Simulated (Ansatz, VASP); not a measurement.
# Two plane-wave programs on NaF (Villiaumite)

```xyz
2
Lattice="0.0000 2.2975 2.2975 2.2975 0.0000 2.2975 2.2975 2.2975 0.0000" Properties=species:S:1:pos:R:3 pbc="T T T"
Na    0.0000    0.0000    0.0000
F     2.2975    2.2975    2.2975
```

Alike in both runs: task single point; functional r2SCAN; k mesh 10 × 10 × 10; occupations fermi-dirac, width 0.02 eV; no spin polarisation.

```csv
,VASP,Ansatz
version,VASP 6.6.1,Ansatz 0.2.0
potentials or method,"VASP PAW PBE potentials, release 64 (Na_pv, F)",PAW plane waves
plane-wave cutoff (eV),520,500
valence electrons in the cell,14,16
```

|  | VASP | Ansatz | Ansatz less VASP |
| --- | --- | --- | --- |
| gap on the k mesh at the Fermi level (eV) | 7.32 | 7.28 | -0.038 |
| pressure (GPa) | -0.9 | 0.0 | +0.87 |

The two sets of potentials don't hold the same shells in valence.

Caveats: the PAW data sets were made with another functional, which shifts forces and pressure a little (VASP). A k mesh can miss the band edges. r2SCAN opens gaps a little over a GGA but as a rule still falls short of measured ones.
